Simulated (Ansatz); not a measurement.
# Hf: equation of state with LDA

Hf:

```
Hf
1.0
     0.00000    2.22000    2.22000
     2.22000    0.00000    2.22000
     2.22000    2.22000    0.00000
Hf
1
Cartesian
  0.0000 0.0000 0.0000
```

This isn't the form of Hf at room conditions, which is hcp.

```json
{"Program": "Ansatz 0.2.0", "Task": "equation of state", "Functional": "LDA", "Potentials or basis": "all-electron LAPW, scalar-relativistic", "Basis error allowed": "0.001 eV/atom", "k mesh": "10 × 10 × 10", "Occupations": "fermi-dirac, width 0.05 eV", "Spin": "no spin polarisation"}
```

```json
{
  "Equilibrium volume": "20.77 Å³/atom",
  "Bulk modulus": "121 GPa",
  "Pressure derivative of the bulk modulus": "3.8"
}
```

Energy against volume, from the lowest point:
```csv
volume (Å³/atom),energy (meV/atom)
20.569,0.00
21.007,0.24
21.444,7.05
21.882,19.84
22.320,38.05
22.757,61.16
23.195,88.67
```

All runs of the series together: 37 s on 1 thread of AMD EPYC 7R13 Processor (Zen 3), with other jobs on the host.

Spin-orbit coupling is left out, which matters for the levels of Hf. Zero-point motion and thermal expansion aren't in these numbers.
